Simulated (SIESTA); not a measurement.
Runs of SIESTA 5.4.2 on Al2O3 (Corundum). It takes space group R-3c (No. 167, trigonal). Conventional cell: a = 4.760 Å, b = 4.760 Å, c = 12.996 Å, α = 90.00°, β = 90.00°, γ = 120.00°. Around Al (site symmetry 3) lie 6 O at 1.85 to 1.97 Å. O (site symmetry 2) has 4 Al at 1.85 to 1.97 Å as nearest neighbours. 

| task | level | potentials or basis | energy shift | gap on the mesh (eV) | pressure (GPa) | largest force (eV/Å) |
| --- | --- | --- | --- | --- | --- | --- |
| band structure | PW86PBE | PseudoDojo 0.4 standard (PBE files), DZP (energy shift 0.002 Ry; radii capped at 9.5 bohr) | 0.002 Ry | 6.34 | 14.2 | 0.14 |
| band structure | PBE | PseudoDojo 0.4 standard (PBE files), TZDP (energy shift 0.002 Ry; radii capped at 9.5 bohr) | 0.002 Ry | 6.25 | 7.6 | 0.08 |
| band structure | PBE | SG15 1.2 with PseudoDojo 0.4 standard (PBE files), DZP (energy shift 0.002 Ry; radii capped at 9.5 bohr) | 0.002 Ry | 6.24 | (b) | 0.03 |
| single point | PBE | PseudoDojo 0.4 standard (PBE files), DZP (energy shift 0.003 Ry) | 0.003 Ry | 6.24 | 8.5 | 0.03 |
| band structure | PBE | PseudoDojo 0.4 standard (PBE files), SZP (energy shift 0.05 Ry) | 0.05 Ry | 6.49 | 4.2 | 0.29 |
| band structure | LDA | PseudoDojo 0.4 standard (LDA files), DZP (energy shift 0.002 Ry; radii capped at 9.5 bohr) | 0.002 Ry | 6.23 | -4.2 | 0.10 |
| band structure | PBEsol | PseudoDojo 0.4 standard (PBEsol files), DZP (energy shift 0.002 Ry; radii capped at 9.5 bohr) | 0.002 Ry | (a) | 3.3 | 0.08 |

Alike in all rows: no spin polarisation; cell as given; k mesh 7 × 7 × 7; smearing fermi-dirac 0.05 eV; grid cutoff 800 Ry.

Task: Fill in the values left out.

Result: (a) 6.16; (b) 9.4.

Caveats: the basis of atomic orbitals isn't converged, which shifts pressures, moduli and gaps; the potentials were made for another functional, which shifts forces and pressure (some runs); an odd mesh through Γ misses points on the zone boundary, where band edges often lie (some runs).

Not every run made on this cell is shown here.
